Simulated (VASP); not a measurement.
A run of VASP 6.6.1 is set up as follows.

File run.py:

```python
from ase.calculators.vasp import Vasp
from ase.dft.dos import DOS
from ase.io import read

atoms = read('SnO2.cif', primitive_cell=True, subtrans_included=False)
calc = Vasp(
    directory='calc',
    xc='pbe',
    pp='PBE',
    setups={'base': 'minimal', 'Sn': '_d', 'O': '_s'},
    prec='Accurate',
    encut=400,
    ediff=1e-07,
    ismear=-5,
    sigma=0.05,
    lreal=False,
    lasph=True,
    nelm=60,
    algo='Fast',
    isif=2,
    lwave=False,
    lcharg=False,
    ivdw=12,
    lorbit=11,
    kpts=[9, 9, 9],
    gamma=True,
    nbands=35,
)
atoms.calc = calc

print('energy (eV):', atoms.get_potential_energy())
print('free energy (eV):', atoms.get_potential_energy(force_consistent=True))
print('forces (eV/A):')
print(atoms.get_forces())
print('stress (eV/A^3, Voigt):', atoms.get_stress())
print('Fermi level (eV):', calc.get_fermi_level())
dos = DOS(calc, width=0.2, window=(-10, 10), npts=201)
print('E - E_F (eV), DOS (1/eV)')
for e, g in zip(dos.get_energies(), dos.get_dos()):
    print(f'{e:8.3f} {g:10.4f}')
```

File SnO2.cif:

```cif
data_SnO2
_cell_length_a 4.00013722
_cell_length_b 4.00013722
_cell_length_c 10.24735771
_cell_angle_alpha 90.00000000
_cell_angle_beta 90.00000000
_cell_angle_gamma 90.00000000
_space_group_name_H-M_alt 'I4_1/amd'
_space_group_name_Hall 'I 4bw 2bw -1bw'
_space_group_IT_number 141
loop_
_space_group_symop_operation_xyz
'x,y,z'
'-y,x+1/2,z+1/4'
'-x+1/2,-y+1/2,z+1/2'
'y+1/2,-x,z+3/4'
'x,-y+1/2,-z+1/4'
'-y,-x,-z'
'-x+1/2,y,-z+3/4'
'y+1/2,x+1/2,-z+1/2'
'-x,-y+1/2,-z+1/4'
'y,-x,-z'
'x+1/2,y,-z+3/4'
'-y+1/2,x+1/2,-z+1/2'
'-x,y,z'
'y,x+1/2,z+1/4'
'x+1/2,-y+1/2,z+1/2'
'-y+1/2,-x,z+3/4'
'x+1/2,y+1/2,z+1/2'
'-y+1/2,x,z+3/4'
'-x,-y,z'
'y,-x+1/2,z+1/4'
'x+1/2,-y,-z+3/4'
'-y+1/2,-x+1/2,-z+1/2'
'-x,y+1/2,-z+1/4'
'y,x,-z'
'-x+1/2,-y,-z+3/4'
'y+1/2,-x+1/2,-z+1/2'
'x,y+1/2,-z+1/4'
'-y,x,-z'
'-x+1/2,y+1/2,z+1/2'
'y+1/2,x,z+3/4'
'x,-y,z'
'-y,-x+1/2,z+1/4'
loop_
_atom_site_label
_atom_site_type_symbol
_atom_site_symmetry_multiplicity
_atom_site_Wyckoff_symbol
_atom_site_fract_x
_atom_site_fract_y
_atom_site_fract_z
_atom_site_occupancy
Sn1 Sn 4 a 0.0000000000 0.0000000000 0.0000000000 1
O1 O 8 e 0.0000000000 0.5000000000 0.0465225900 1
```

Potentials or basis: VASP PAW PBE potentials, release 64 (Sn_d, O_s).

The run is started by

```console
$ python run.py
```

Predict the largest force.

0.082 eV/Å.

Predict the band gap on the k mesh.

1.62 eV, indirect (least direct gap 2.01 eV).

Stress tensor (GPa, compression positive):
```
3.94 0.00 0.00
0.00 3.94 0.00
0.00 0.00 4.13
```

Caveat: spin-orbit coupling is left out, which moves the levels of the heavy elements; an odd mesh through Γ misses points on the zone boundary, where band edges often lie.
